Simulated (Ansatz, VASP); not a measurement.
**NaF (Villiaumite) in VASP and in Ansatz**

```
Na F
1.0
     0.00000    2.25178    2.25178
     2.25178    0.00000    2.25178
     2.25178    2.25178    0.00000
Na F
1 1
Direct
  0.00000 0.00000 0.00000
  0.50000 0.50000 0.50000
```

Alike in both runs: task single point; functional LDA; k mesh 10 × 10 × 10; no spin polarisation.

|  | VASP | Ansatz |
| --- | --- | --- |
| version | VASP 6.6.1 | Ansatz 0.2.0 |
| potentials or method | VASP PAW LDA potentials, release 64 (Na_pv, F) | PAW with Ansatz's default frozen-core files, scalar-relativistic |
| plane-wave cutoff (eV) | 520 | 420 |
| occupations | gaussian, width 0.01 eV | fixed |
| valence electrons in the cell | 14 | 16 |

```tsv
	VASP	Ansatz	Ansatz less VASP
gap on the k mesh at the Fermi level (eV)	6.43	6.46	+0.023
pressure (GPa)	-0.1	0.0	+0.02
```

The two sets of potentials don't hold the same shells in valence.

A k mesh can miss the band edges. Expect the measured gap to be larger: semilocal functionals such as LDA lack the derivative discontinuity.
